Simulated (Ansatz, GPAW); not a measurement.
Given: the input of a run of GPAW 26.7.0 (ASE script) on TaSi2. 

run.py

```python
from ase import Atoms
from ase.dft.bandgap import bandgap
from ase.io import write
from ase.units import Bohr, GPa
from gpaw import GPAW, PW, setup_paths
from gpaw.elf import elf_from_dft_calculation

setup_paths.insert(0, '.')

atoms = Atoms(['Ta', 'Ta', 'Ta', 'Si', 'Si', 'Si', 'Si', 'Si', 'Si'],
              cell=[[4.7839, 0.0, 0.0],
                    [-2.39195, 4.1429789292, 0.0],
                    [0.0, 0.0, 6.57]],
              scaled_positions=[[0.0, 0.5, 0.3333333333],
                                [0.5, 0.5, 0.6666666667],
                                [0.5, 0.0, 0.0],
                                [0.31794, 0.15897, 0.3333333333],
                                [0.15897, 0.84103, 0.6666666667],
                                [0.84103, 0.68206, 0.0],
                                [0.68206, 0.84103, 0.3333333333],
                                [0.84103, 0.15897, 0.6666666667],
                                [0.15897, 0.31794, 0.0]],
              pbc=True)

calc = GPAW(mode=PW(600),
            xc='PBEsol',
            kpts={'size': (7, 7, 4), 'gamma': True},
            occupations={'name': 'fermi-dirac', 'width': 0.05},
            nbands=57,
            convergence={'density': 1e-05, 'energy': 1e-05},
            maxiter=150,
            txt='gpaw.txt')
atoms.calc = calc
energy = atoms.get_potential_energy()
forces = atoms.get_forces()
stress = atoms.get_stress()
calc.write('gs.gpw')
write('result.traj', atoms)
print(f'Energy: {energy:.6f} eV')
print('Forces (eV/A):')
print(forces.round(4))
print('Stress (GPa):', (stress / GPa).round(3))
print('Fermi level:', round(calc.get_fermi_level(), 4), 'eV')
print(f'Gap: {bandgap(calc)[0]:.4f} eV, direct: {bandgap(calc, direct=True)[0]:.4f} eV')

# fields on the real-space grid
write('density.cube', atoms, data=calc.get_pseudo_density() * Bohr**3)
write('potential.cube', atoms, data=calc.get_electrostatic_potential())
write('elf.cube', atoms, data=elf_from_dft_calculation(calc).data)
```

Potentials or basis: PAW data sets generated in the run's folder for this functional, pw.

The run is started by

```sh
$ gpaw-setup -f PBEsol Si Ta
$ OMP_NUM_THREADS=1 python run.py
```

Q: Set up the same calculation for Ansatz 0.2.0. Potentials or basis there: Ansatz PAW, cutoff 420 eV.

A: As run (cutoffs and basis follow the program's own potentials, and thresholds, step limits or extra output files can differ):

input.yaml

```yaml
crystal:
  lattice:
    - [4.7839, 0.0, 0.0]
    - [-2.39195, 4.1429789292, 0.0]
    - [0.0, 0.0, 6.57]
  atoms:
    - { symbol: Ta, position: [0.0, 0.5, 0.3333333333] }
    - { symbol: Ta, position: [0.5, 0.5, 0.6666666667] }
    - { symbol: Ta, position: [0.5, 0.0, 0.0] }
    - { symbol: Si, position: [0.31794, 0.15897, 0.3333333333] }
    - { symbol: Si, position: [0.15897, 0.84103, 0.6666666667] }
    - { symbol: Si, position: [0.84103, 0.68206, 0.0] }
    - { symbol: Si, position: [0.68206, 0.84103, 0.3333333333] }
    - { symbol: Si, position: [0.84103, 0.15897, 0.6666666667] }
    - { symbol: Si, position: [0.15897, 0.31794, 0.0] }
hamiltonian:
  xc: pbesol
  pseudopotentials: { kind: paw }
kpoints:
  mp_grid: { grid: [7, 7, 4] }
scf:
  occupations: { method: fermi_dirac, width: 0.05 }
output:
  forces: true
  stress: true
  eigenvalues: true
  write_density: true
  write_potential: true
  elf: true
  volumetric_format: npy
```

Potentials or basis: Ansatz PAW.

Command:

```console
$ ansatz run input.yaml --threads 4 --pin off --max-ram 11264MiB --backend cpu --events-out ev --progress --plain --runs-dir out
```

Both were run:

|  | GPAW | Ansatz |
| --- | --- | --- |
| Pressure | -1.5 GPa | -2.2 GPa |
| Largest force | 0.066 eV/Å | 0.059 eV/Å |

Ansatz's pressure holds a Pulay term of +0.05 GPa for its cutoff of 420 eV, which the other run lacks.

Ansatz's potentials were made for PBE.

Where Ansatz's input types no cutoff or centring, it takes its own default and a Γ-centred mesh.

Pressure is positive in compression.
